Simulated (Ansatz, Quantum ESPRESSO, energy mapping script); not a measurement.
# MnHO2 monolayer: J from the energies of magnetic orders

Wanted: the magnetic order of MnHO2 monolayer, its couplings and an estimate of its ordering temperature, by PBE+U (4 eV), QE, GBRV.

Method: PBE with U = 4 eV on Mn d, ortho-atomic projectors; plane waves, U on orthogonalised atomic orbitals unless named otherwise, collinear spin, no spin–orbit coupling, in Quantum ESPRESSO 7.5.

### 1. The starting structure

The cell holds 4 atoms: 1 Mn, 2 O and 1 H. Its edges and angles: a = 3.177 Å, b = 2.888 Å, c = 18.055 Å, α = 90.0°, β = 90.0°, γ = 117.0°. It derives from MnHO2. one layer cut from the bulk crystal, unrelaxed, 15 A of vacuum. Vacuum lies along c.

The cell comes from a database of computed structures, and need not be the one that the compound takes in experiment.

A Hubbard U penalises fractional filling of the shell. It raises the cost of virtual hops to the neighbours, so couplings that rest on such hops usually weaken. These runs use Quantum ESPRESSO.

### 2. Which atoms carry moments

One run in the crystal's own cell, under PBE with U = 3.2 eV on Mn d, ortho-atomic projectors, Quantum ESPRESSO with GBRV potentials, shows which elements keep a moment. Transition or f elements with 0.3 μB or more enter the spin model; moments induced on other atoms do not.

The input, pw.in:

```
&control
  calculation = 'scf'
  prefix = 'pw'
  outdir = './tmp/'
  pseudo_dir = './pseudo/'
  verbosity = 'low'
/
&system
  ibrav = 0
  nat = 4
  ntyp = 3
  ecutwfc = 45
  ecutrho = 360
  nbnd = 25
  occupations = 'smearing'
  smearing = 'fd'
  degauss = 0.00367493
  nspin = 2
  starting_magnetization(1) = 0.3000
/
&electrons
  conv_thr = 1.0e-08
  electron_maxstep = 120
  mixing_beta = 0.3
  mixing_mode = 'plain'
/
ATOMIC_SPECIES
  Mn 54.9380 Mn.upf
  O 15.9990 O.upf
  H 1.0080 H.upf
CELL_PARAMETERS angstrom
  3.17684992 0.00000006 0.00000000
  -1.31282392 2.57250504 0.00000000
  0.00000000 0.00000000 18.05458500
ATOMIC_POSITIONS crystal
  Mn 0.05368300 0.02684100 0.53187600
  O 0.77962400 0.38981150 0.47256800
  O 0.33648300 0.66824100 0.58459300
  H 0.80609800 0.40304850 0.41540700
K_POINTS automatic
  8 8 1 0 0 0
HUBBARD {ortho-atomic}
U Mn-3d 3.2
```

Command:

```console
$ OMP_NUM_THREADS=1 mpirun -n 4 pw.x -nk 4 -in pw.in > pw.out
```

The log of the run:

```text
Program PWSCF v.7.5 starts
     [... lines left out ...]
     number of atoms/cell      =            4
     [... lines left out ...]
     number of electrons       =        28.00
     number of Kohn-Sham states=           25
     kinetic-energy cutoff     =      45.0000  Ry
     charge density cutoff     =     360.0000  Ry
     scf convergence threshold =      1.0E-08
     [... lines left out ...]
     number of k points=    34  Fermi-Dirac smearing, width (Ry)=  0.0037
     [... lines left out ...]
     iteration # 13     ecut=    45.00 Ry     beta= 0.30
     [... lines left out ...]
     Magnetic moment per site  (integrated on atomic sphere of radius R)
     atom   1 (R=0.247)  charge= 11.7858  magn=  3.3398
     atom   2 (R=0.134)  charge=  2.2230  magn=  0.0155
     atom   3 (R=0.134)  charge=  2.1925  magn= -0.0089
     atom   4 (R=0.134)  charge=  0.4059  magn=  0.0057
     [... lines left out ...]
     Tr[ns(  1)] (up, down, total) =   4.49319  0.60407  5.09727
     [... lines left out ...]
     the Fermi energy is    -0.8645 ev
!    total energy              =    -276.92654113 Ry
     estimated scf accuracy    <          4.5E-09 Ry
     smearing contrib. (-TS)   =      -0.00008328 Ry
     [... lines left out ...]
     total magnetization       =     4.00 Bohr mag/cell
     absolute magnetization    =     4.21 Bohr mag/cell
     convergence has been achieved in  13 iterations
   JOB DONE.
```

Elapsed: 38 s, on 4 MPI ranks of Arm Neoverse V2, shared host; peak memory 0.9 GiB; 2.5 min of CPU time.

Spin moment in the sphere by atom:

| atom | spin moment in the sphere (μB) |
| --- | --- |
| Mn1 | 3.34 |
| O2 | 0.02 |
| O3 | -0.01 |
| H4 | 0.01 |

The run ends ferromagnetic; Mn carries the moments.

### 3. Order 1: parallel, cell A of 8 atoms

The parallel order is the zero of energy for this cell and mesh.

The potential files are GBRV's for PBE; pw.x takes the functional from them.

The input, pw.in:

```
&control
  calculation = 'scf'
  prefix = 'pw'
  outdir = './tmp/'
  pseudo_dir = './pseudo/'
  verbosity = 'low'
/
&system
  ibrav = 0
  nat = 8
  ntyp = 3
  ecutwfc = 45
  ecutrho = 360
  nbnd = 45
  occupations = 'smearing'
  smearing = 'fd'
  degauss = 0.00367493
  nspin = 2
  starting_magnetization(1) = 0.3000
/
&electrons
  conv_thr = 2.0e-08
  electron_maxstep = 120
  mixing_beta = 0.3
  mixing_mode = 'plain'
/
ATOMIC_SPECIES
  Mn 54.9380 Mn.upf
  O 15.9990 O.upf
  H 1.0080 H.upf
CELL_PARAMETERS angstrom
  3.17684992 0.00000006 0.00000000
  -2.62564784 5.14501008 0.00000000
  0.00000000 0.00000000 18.05458500
ATOMIC_POSITIONS crystal
  Mn 0.05368300 0.01342050 0.53187600
  Mn 0.05368300 0.51342050 0.53187600
  O 0.77962400 0.19490575 0.47256800
  O 0.77962400 0.69490575 0.47256800
  O 0.33648300 0.33412050 0.58459300
  O 0.33648300 0.83412050 0.58459300
  H 0.80609800 0.20152425 0.41540700
  H 0.80609800 0.70152425 0.41540700
K_POINTS automatic
  7 4 1 0 0 0
HUBBARD {ortho-atomic}
U Mn-3d 4
```

The log of the run:

```text
[banner, memory and clock lines left out]
Program PWSCF v.7.5 starts
[...]
unit-cell volume          =    1991.4392 (a.u.)^3
     number of atoms/cell      =            8
[...]
number of electrons       =        56.00
     number of Kohn-Sham states=           45
     kinetic-energy cutoff     =      45.0000  Ry
     charge density cutoff     =     360.0000  Ry
     scf convergence threshold =      2.0E-08
[...]
Exchange-correlation=  SLA  PW   PBX  PBC
[...]
Hubbard projectors: ortho-atomic
     Hubbard parameters of DFT+U (Dudarev formulation) in eV:
[...]
atomic species   magnetization
[...]
number of k points=    15  Fermi-Dirac smearing, width (Ry)=  0.0037
[...]
Number of occupied Hubbard levels =   10.0000
     Atomic wfc used for Hubbard projectors are orthogonalized
[...]
iteration #  1     ecut=    45.00 Ry     beta= 0.30
[...]
Number of occupied Hubbard levels =    9.0088
[...]
total energy              =    -553.21269132 Ry
     estimated scf accuracy    <       2.96696278 Ry
     total magnetization       =     8.00 Bohr mag/cell
     absolute magnetization    =     8.39 Bohr mag/cell
     iteration #  2     ecut=    45.00 Ry     beta= 0.30
[...]
total energy              =    -553.68925093 Ry
     estimated scf accuracy    <       0.54177427 Ry
     total magnetization       =     7.97 Bohr mag/cell
     absolute magnetization    =     8.53 Bohr mag/cell
     [... further iterations left out ...]

     iteration # 14     ecut=    45.00 Ry     beta= 0.30
[...]
total energy              =    -553.80748068 Ry
     estimated scf accuracy    <       0.00000004 Ry
     total magnetization       =     8.00 Bohr mag/cell
     absolute magnetization    =     8.55 Bohr mag/cell
     iteration # 15     ecut=    45.00 Ry     beta= 0.30
[...]
Magnetic moment per site  (integrated on atomic sphere of radius R)
     atom   1 (R=0.247)  charge= 11.7832  magn=  3.3862
     atom   2 (R=0.247)  charge= 11.7832  magn=  3.3862
     atom   3 (R=0.134)  charge=  2.2237  magn=  0.0115
     atom   4 (R=0.134)  charge=  2.2237  magn=  0.0115
     atom   5 (R=0.134)  charge=  2.1936  magn= -0.0288
     atom   6 (R=0.134)  charge=  2.1936  magn= -0.0288
     atom   7 (R=0.134)  charge=  0.4061  magn=  0.0055
     atom   8 (R=0.134)  charge=  0.4061  magn=  0.0055
     End of self-consistent calculation
     =================== HUBBARD OCCUPATIONS ===================
     ------------------------ ATOM    1 ------------------------
     Tr[ns(  1)] (up, down, total) =   4.51442  0.56647  5.08089
     Atomic magnetic moment for atom   1 =   3.94796
     SPIN  1
     eigenvalues:
       0.549  0.978  0.993  0.997  0.997
     eigenvectors (columns):
      -0.000 -0.177  0.455  0.003 -0.873
      -0.363 -0.661 -0.574 -0.274 -0.166
       0.711 -0.337 -0.293  0.537 -0.082
       0.488 -0.379  0.361 -0.647  0.263
      -0.353 -0.523  0.498  0.468  0.367
     occupation matrix ns (before diag.):
       0.996 -0.001 -0.001 -0.002 -0.003
      -0.001  0.929  0.111  0.075 -0.063
      -0.001  0.111  0.768 -0.157  0.110
      -0.002  0.075 -0.157  0.887  0.073
      -0.003 -0.063  0.110  0.073  0.935
     SPIN  2
     eigenvalues:
       0.052  0.064  0.078  0.129  0.244
     eigenvectors (columns):
       0.745  0.000  0.667 -0.003  0.000
       0.470  0.280 -0.523  0.547  0.358
[...]
occupation matrix ns (before diag.):
[...]
------------------------ ATOM    2 ------------------------
     Tr[ns(  2)] (up, down, total) =   4.51442  0.56647  5.08089
     Atomic magnetic moment for atom   2 =   3.94796
     SPIN  1
     eigenvalues:
[...]
eigenvectors (columns):
[...]
occupation matrix ns (before diag.):
[...]
SPIN  2
     eigenvalues:
[...]
eigenvectors (columns):
[...]
occupation matrix ns (before diag.):
[...]
Number of occupied Hubbard levels =   10.1618
 ------ SPIN UP ------------
          k = 0.0000 0.0000 0.0000 ( 10203 PWs)   bands (ev):
   -83.2615 -83.2521 -52.0853 -52.0291 -52.0175 -51.9819 -51.8307 -51.8234
   -22.4908 -21.9532 -18.6580 -18.2183 -10.6671 -10.2199  -8.8272  -8.2975
    -7.6980  -7.3992  -6.5832  -6.3006  -5.8284  -5.8113  -5.5791  -5.5075
    -5.1179  -4.6506  -4.1465  -3.7568  -3.3504  -2.6573  -1.6061  -0.9703
    -0.8060  -0.1429   0.8102   1.8348   3.2461   3.2782   4.4977   4.6480
[...]
k =-0.0000 0.1544 0.0000 ( 10180 PWs)   bands (ev):
   -83.2599 -83.2533 -52.0704 -52.0275 -52.0191 -51.9971 -51.8297 -51.8246
   -22.4091 -22.0282 -18.6041 -18.2964 -10.6316 -10.3223  -8.4917  -8.1407
    -7.6351  -7.4005  -6.6331  -6.3763  -6.1635  -6.0835  -5.9191  -5.8966
    -4.5729  -4.2451  -4.1511  -3.8242  -3.1930  -2.4891  -1.6185  -1.1621
    -0.5233  -0.2392   0.4664   1.9780   2.2167   3.6720   4.8766   4.8976
[...]
k = 0.0000-0.3087 0.0000 ( 10144 PWs)   bands (ev):
   -83.2564 -83.2564 -52.0345 -52.0345 -52.0226 -52.0226 -51.8273 -51.8273
   -22.2154 -22.2154 -18.4621 -18.4621 -10.5106 -10.5106  -7.8888  -7.8888
    -7.5760  -7.5760  -6.7463  -6.7463  -6.4613  -6.4613  -5.9485  -5.9485
    -4.3536  -4.3536  -3.8193  -3.8193  -2.6024  -2.6024  -1.5488  -1.5487
[...]
k = 0.1429 0.0729 0.0000 ( 10179 PWs)   bands (ev):
[...]
k = 0.1429 0.2273 0.0000 ( 10167 PWs)   bands (ev):
[...]
k = 0.1429-0.2358 0.0000 ( 10136 PWs)   bands (ev):
[...]
k = 0.1429-0.0815 0.0000 ( 10180 PWs)   bands (ev):
[...]
k = 0.2857 0.1458 0.0000 ( 10170 PWs)   bands (ev):
[...]
k = 0.2857 0.3002 0.0000 ( 10135 PWs)   bands (ev):
[...]
k = 0.2857-0.1629 0.0000 ( 10154 PWs)   bands (ev):
[...]
k = 0.2857-0.0086 0.0000 ( 10131 PWs)   bands (ev):
[...]
k = 0.4286 0.2187 0.0000 ( 10109 PWs)   bands (ev):
[...]
k = 0.4286 0.3731 0.0000 ( 10126 PWs)   bands (ev):
[...]
k = 0.4286-0.0900 0.0000 ( 10140 PWs)   bands (ev):
[...]
k = 0.4286 0.0643 0.0000 ( 10139 PWs)   bands (ev):
[...]
------ SPIN DOWN ----------
          k = 0.0000 0.0000 0.0000 ( 10203 PWs)   bands (ev):
[...]
k =-0.0000 0.1544 0.0000 ( 10180 PWs)   bands (ev):
[...]
k = 0.0000-0.3087 0.0000 ( 10144 PWs)   bands (ev):
[...]
k = 0.1429 0.0729 0.0000 ( 10179 PWs)   bands (ev):
[...]
k = 0.1429 0.2273 0.0000 ( 10167 PWs)   bands (ev):
[...]
k = 0.1429-0.2358 0.0000 ( 10136 PWs)   bands (ev):
[...]
k = 0.1429-0.0815 0.0000 ( 10180 PWs)   bands (ev):
[...]
k = 0.2857 0.1458 0.0000 ( 10170 PWs)   bands (ev):
[...]
k = 0.2857 0.3002 0.0000 ( 10135 PWs)   bands (ev):
[...]
k = 0.2857-0.1629 0.0000 ( 10154 PWs)   bands (ev):
[...]
6.3749   6.8079   7.6837   7.7761   8.1640
          k = 0.2857-0.0086 0.0000 ( 10131 PWs)   bands (ev):
[...]
6.4123   6.4242   7.5044   8.2276   8.4710
          k = 0.4286 0.2187 0.0000 ( 10109 PWs)   bands (ev):
[...]
6.9918   7.8671   8.0467   8.1260   8.4624
          k = 0.4286 0.3731 0.0000 ( 10126 PWs)   bands (ev):
[...]
7.0772   7.1115   8.0708   8.1914   8.4213
          k = 0.4286-0.0900 0.0000 ( 10140 PWs)   bands (ev):
[...]
2.9824   3.0075   3.2084   3.6380   4.8435   5.3217   6.2615   6.7987
     7.1535   7.4766   7.9221   7.9745   8.3455
          k = 0.4286 0.0643 0.0000 ( 10139 PWs)   bands (ev):
   -78.7329 -78.7270 -47.8928 -47.8185 -47.8049 -47.7992 -47.0142 -47.0016
   -22.0293 -21.8466 -18.3803 -18.2020 -10.0396  -9.8338  -7.5412  -7.2398
    -6.4779  -6.2404  -5.0446  -4.7242  -4.0581  -4.0197  -3.2420  -3.2300
     1.2488   1.7697   1.8733   1.9760   2.3801   2.4652   2.5373   2.7341
     3.0117   3.1196   3.2401   3.8928   4.7372   5.5917   5.8333   6.3761
     7.1820   7.3974   7.6253   7.9748   8.6288
     the Fermi energy is    -0.8926 ev
!    total energy              =    -553.80748072 Ry
     estimated scf accuracy    <          6.0E-09 Ry
     smearing contrib. (-TS)   =      -0.00014986 Ry
     internal energy E=F+TS    =    -553.80733086 Ry
     The total energy is F=E-TS. E is the sum of the following terms:
     one-electron contribution =   -2944.43948734 Ry
     hartree contribution      =    1476.40193957 Ry
     xc contribution           =     -83.88024817 Ry
     ewald contribution        =     997.88720758 Ry
     Hubbard energy            =       0.22325750 Ry
     total magnetization       =     8.00 Bohr mag/cell
     absolute magnetization    =     8.56 Bohr mag/cell
     convergence has been achieved in  15 iterations
```

Elapsed: 91 s, on 4 MPI ranks; peak memory 1.7 GiB; 6.1 min of CPU time.

Spin moment in the sphere by atom:

| atom | spin moment in the sphere (μB) |
| --- | --- |
| Mn1 | 3.39 |
| Mn2 | 3.39 |
| O3 | 0.01 |
| O4 | 0.01 |
| O5 | -0.03 |
| O6 | -0.03 |
| H7 | 0.01 |
| H8 | 0.01 |

The run ends ferromagnetic.

### 4. Compensated +− start in cell A (8 atoms)

This order reverses 2 of the 2 neighbours at 2.89 Å, 2 of the 4 neighbours at 3.18 Å and 2 of the 4 neighbours at 5.17 Å, counted for an average magnetic atom.

Changes to pw.in since step 3:

```diff
@@ -10,6 +10,6 @@
   nat = 8
-  ntyp = 3
+  ntyp = 4
   ecutwfc = 45
   ecutrho = 360
-  nbnd = 45
+  nbnd = 40
   occupations = 'smearing'
@@ -19,2 +19,3 @@
   starting_magnetization(1) = 0.3000
+  starting_magnetization(2) = -0.3000
 /
@@ -27,3 +28,4 @@
 ATOMIC_SPECIES
-  Mn 54.9380 Mn.upf
+  Mn1 54.9380 Mn.upf
+  Mn2 54.9380 Mn.upf
   O 15.9990 O.upf
@@ -35,4 +37,4 @@
 ATOMIC_POSITIONS crystal
-  Mn 0.05368300 0.01342050 0.53187600
-  Mn 0.05368300 0.51342050 0.53187600
+  Mn1 0.05368300 0.01342050 0.53187600
+  Mn2 0.05368300 0.51342050 0.53187600
   O 0.77962400 0.19490575 0.47256800
@@ -46,2 +48,3 @@
 HUBBARD {ortho-atomic}
-U Mn-3d 4
+U Mn1-3d 4
+U Mn2-3d 4
```

The log of the run:

```text
     [... lines left out ...]
Program PWSCF v.7.5 starts
     [... lines left out ...]
     number of atoms/cell      =            8
     [... lines left out ...]
     number of electrons       =        56.00
     number of Kohn-Sham states=           40
     kinetic-energy cutoff     =      45.0000  Ry
     charge density cutoff     =     360.0000  Ry
     scf convergence threshold =      2.0E-08
     [... lines left out ...]
     number of k points=    15  Fermi-Dirac smearing, width (Ry)=  0.0037
     [... lines left out ...]
     iteration # 13     ecut=    45.00 Ry     beta= 0.30
     [... lines left out ...]
     Magnetic moment per site  (integrated on atomic sphere of radius R)
     atom   1 (R=0.247)  charge= 11.7837  magn=  3.3312
     atom   2 (R=0.247)  charge= 11.7837  magn= -3.3312
     atom   3 (R=0.134)  charge=  2.2229  magn=  0.0134
     atom   4 (R=0.134)  charge=  2.2229  magn= -0.0134
     atom   5 (R=0.134)  charge=  2.1933  magn= -0.0271
     atom   6 (R=0.134)  charge=  2.1933  magn=  0.0271
     atom   7 (R=0.134)  charge=  0.4065  magn=  0.0011
     atom   8 (R=0.134)  charge=  0.4065  magn= -0.0011
     [... lines left out ...]
     Tr[ns(  1)] (up, down, total) =   4.48930  0.60341  5.09270
     [... lines left out ...]
     Tr[ns(  2)] (up, down, total) =   0.60340  4.48931  5.09271
     [... lines left out ...]
     the Fermi energy is    -1.1539 ev
!    total energy              =    -553.80760443 Ry
     estimated scf accuracy    <       0.00000002 Ry
     smearing contrib. (-TS)   =      -0.00000544 Ry
     [... lines left out ...]
     total magnetization       =     0.00 Bohr mag/cell
     absolute magnetization    =     8.36 Bohr mag/cell
     convergence has been achieved in  13 iterations
```

It took 76 s on 4 MPI ranks; peak memory 1.7 GiB; 5.1 min of CPU time.

Spin moment in the sphere by atom:

| atom | spin moment in the sphere (μB) |
| --- | --- |
| Mn1 | 3.33 |
| Mn2 | -3.33 |
| O3 | 0.01 |
| O4 | -0.01 |
| O5 | -0.03 |
| O6 | 0.03 |
| H7 | 0.00 |
| H8 | 0.00 |

The run ends antiferromagnetic, 1.33 meV a magnetic atom below the parallel order of its cell, a difference that unlike orbital or electronic states can set, not exchange alone.

### 5. Order 3: parallel, cell B of 8 atoms

The parallel order again, as the reference for this cell.

This run holds the same structure in another cell (a 3.177 → 6.354 Å, b 5.776 → 2.888 Å).

The input, pw.in:

```
&control
  calculation = 'scf'
  prefix = 'pw'
  outdir = './tmp/'
  pseudo_dir = './pseudo/'
  verbosity = 'low'
/
&system
  ibrav = 0
  nat = 8
  ntyp = 3
  ecutwfc = 45
  ecutrho = 360
  nbnd = 45
  occupations = 'smearing'
  smearing = 'fd'
  degauss = 0.00367493
  nspin = 2
  starting_magnetization(1) = 0.3000
/
&electrons
  conv_thr = 2.0e-08
  electron_maxstep = 120
  mixing_beta = 0.3
  mixing_mode = 'plain'
/
ATOMIC_SPECIES
  Mn 54.9380 Mn.upf
  O 15.9990 O.upf
  H 1.0080 H.upf
CELL_PARAMETERS angstrom
  6.35369984 0.00000012 0.00000000
  -1.31282392 2.57250504 0.00000000
  0.00000000 0.00000000 18.05458500
ATOMIC_POSITIONS crystal
  Mn 0.02684150 0.02684100 0.53187600
  Mn 0.52684150 0.02684100 0.53187600
  O 0.38981200 0.38981150 0.47256800
  O 0.88981200 0.38981150 0.47256800
  O 0.16824150 0.66824100 0.58459300
  O 0.66824150 0.66824100 0.58459300
  H 0.40304900 0.40304850 0.41540700
  H 0.90304900 0.40304850 0.41540700
K_POINTS automatic
  4 8 1 0 0 0
HUBBARD {ortho-atomic}
U Mn-3d 4
```

The log of the run:

```text
     [... lines left out ...]
Program PWSCF v.7.5 starts
     [... lines left out ...]
     number of atoms/cell      =            8
     [... lines left out ...]
     number of electrons       =        56.00
     number of Kohn-Sham states=           45
     kinetic-energy cutoff     =      45.0000  Ry
     charge density cutoff     =     360.0000  Ry
     scf convergence threshold =      2.0E-08
[...]
Tr[ns(  2)] (up, down, total) =   4.51451  0.56646  5.08097
     [... lines left out ...]
     the Fermi energy is    -0.8895 ev
!    total energy              =    -553.80746856 Ry
     estimated scf accuracy    <          6.3E-09 Ry
     smearing contrib. (-TS)   =      -0.00014051 Ry
     [... lines left out ...]
     total magnetization       =     8.00 Bohr mag/cell
     absolute magnetization    =     8.56 Bohr mag/cell
     convergence has been achieved in  15 iterations
```

Run time: 1.9 min. Hardware: 4 MPI ranks; peak memory 1.8 GiB.

The run ends ferromagnetic. For each magnetic atom its energy differs from the parallel run of the first cell by 0.05 meV, an error that one common reference would have brought in.

### 6. Run 4 (compensated +−; cell B, 8 atoms)

This order reverses 0 of the 2 neighbours at 2.89 Å, 4 of the 4 neighbours at 3.18 Å and 4 of the 4 neighbours at 5.17 Å, counted for an average magnetic atom.

Changes to pw.in since step 5:

```diff
@@ -10,6 +10,6 @@
   nat = 8
-  ntyp = 3
+  ntyp = 4
   ecutwfc = 45
   ecutrho = 360
-  nbnd = 45
+  nbnd = 40
   occupations = 'smearing'
@@ -19,2 +19,3 @@
   starting_magnetization(1) = 0.3000
+  starting_magnetization(2) = -0.3000
 /
@@ -27,3 +28,4 @@
 ATOMIC_SPECIES
-  Mn 54.9380 Mn.upf
+  Mn1 54.9380 Mn.upf
+  Mn2 54.9380 Mn.upf
   O 15.9990 O.upf
@@ -35,4 +37,4 @@
 ATOMIC_POSITIONS crystal
-  Mn 0.02684150 0.02684100 0.53187600
-  Mn 0.52684150 0.02684100 0.53187600
+  Mn1 0.02684150 0.02684100 0.53187600
+  Mn2 0.52684150 0.02684100 0.53187600
   O 0.38981200 0.38981150 0.47256800
@@ -46,2 +48,3 @@
 HUBBARD {ortho-atomic}
-U Mn-3d 4
+U Mn1-3d 4
+U Mn2-3d 4
```

The log of the run:

```text
     [... lines left out ...]
Program PWSCF v.7.5 starts
     [... lines left out ...]
     number of atoms/cell      =            8
     [... lines left out ...]
     number of electrons       =        56.00
     number of Kohn-Sham states=           40
     kinetic-energy cutoff     =      45.0000  Ry
     charge density cutoff     =     360.0000  Ry
     scf convergence threshold =      2.0E-08
[...]
Tr[ns(  2)] (up, down, total) =   0.58895  4.49896  5.08791
     [... lines left out ...]
     the Fermi energy is    -1.1534 ev
!    total energy              =    -553.80841000 Ry
     estimated scf accuracy    <          3.1E-09 Ry
     smearing contrib. (-TS)   =      -0.00000193 Ry
     [... lines left out ...]
     total magnetization       =    -0.00 Bohr mag/cell
     absolute magnetization    =     8.39 Bohr mag/cell
     convergence has been achieved in  15 iterations
```

Run time: 1.8 min. Hardware: 4 MPI ranks; peak memory 1.7 GiB.

The run ends antiferromagnetic, 6.88 meV a magnetic atom below the parallel order of its cell, a difference that unlike orbital or electronic states can set, not exchange alone.

(Continued in part 2 of 2.)

[Logs and program files are shortened in this print: banners, set-up blocks, solver, clock and traceback lines can be left out without a mark of their own.]

[Logs are printed without paths, hosts, clocks, repeated set-up lines and the standing remarks that a program may print on its own settings, such as how far it seeks lower states.]

[Hosts, paths, dates, database ids (printed as entryN), source tags and the programs' standing remarks are cut or masked in the printed files.]

[Where a cell is said to come from a database of computed structures, the database is the Materials Project.]
